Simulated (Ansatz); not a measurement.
**Structure optimisation: indium, omega (AlB2-type)**

The calculation used DFT, PBE, plane waves (420 eV) with PAW, scalar-relativistic in Ansatz 0.2.0.

k-point mesh 7×7×10, Fermi-Dirac smearing 0.1 eV, no spin polarisation. Cell and atoms relax.

Starting structure:

```
CELL_PARAMETERS angstrom
5.28646 0.00000 0.00000
-2.64323 4.57821 0.00000
0.00000 0.00000 3.24060
ATOMIC_POSITIONS crystal
In 0.00000 0.00000 0.00000
In 0.33333 0.66667 0.50000
In 0.66667 0.33333 0.50000
```

The pressure at the start is 2.6 GPa. By how much does the volume change?

From 26.14 to 27.92 Å³ per atom, 6.8 %. The final cell has a = 5.383 Å, c = 3.337 Å (c/a = 0.620).

How much energy does the relaxation gain?

13.8 meV per atom.
